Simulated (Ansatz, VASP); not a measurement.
# Two plane-wave programs on SiC (Moissanite 3C)

Contents of INCAR:

```
PREC = Accurate
ENCUT = 520
EDIFF = 1E-6
ISMEAR = 0
SIGMA = 0.05
LREAL = F
LASPH = T
NELM = 100
ALGO = Normal
ISIF = 2
LWAVE = F
LCHARG = T
GGA = PS
LELF = T
LVHAR = T
NBANDS = 11
```

The input KPOINTS:

```
regular mesh
0
Gamma
  18 18 18
```

POSCAR

```
SiC
1.0
    0.0000000000      2.1790000000      2.1790000000
    2.1790000000      0.0000000000      2.1790000000
    2.1790000000      2.1790000000      0.0000000000
Si C
1 1
Direct
    0.0000000000      0.0000000000      0.0000000000
    0.2500000000      0.2500000000      0.2500000000
```

Input for Ansatz:

```yaml
crystal:
  lattice:
    - [0.0, 2.179, 2.179]
    - [2.179, 0.0, 2.179]
    - [2.179, 2.179, 0.0]
  atoms:
    - { symbol: Si, position: [0.0, 0.0, 0.0] }
    - { symbol: C, position: [0.25, 0.25, 0.25] }
basis:
  ecutwfc: 420
  ecutrho_ratio: 4
kpoints:
  mp_grid: { grid: [18, 18, 18] }
hamiltonian:
  xc: pbesol
scf:
  occupations: { method: gaussian, width: 0.05 }
output:
  forces: true
  stress: true
  eigenvalues: true
```

Alike in both runs: task single point; functional PBEsol; k mesh 18 × 18 × 18; occupations gaussian, width 0.05 eV; no spin polarisation.

|  | VASP | Ansatz |
| --- | --- | --- |
| version | VASP 6.6.1 | Ansatz 0.2.0 |
| potentials or method | VASP PAW PBE potentials, release 64 (Si, C) | scalar-relativistic, plane waves, PAW |
| plane-wave cutoff (eV) | 520 | 420 |
| valence electrons in the cell | 8 | 8 |

|  | VASP | Ansatz | Ansatz less VASP |
| --- | --- | --- | --- |
| gap on the k mesh at the Fermi level (eV) | 1.23 | 1.24 | +0.010 |
| least direct gap on the mesh (eV) | 4.44 | 4.45 | +0.009 |
| pressure (GPa) | 0.2 | -0.2 | -0.35 |

Caveats: the PAW data sets were made with another functional, which shifts forces and pressure a little (VASP). PBEsol gaps usually lie below the measured ones, often by a third to a half. A k mesh can miss the band edges.
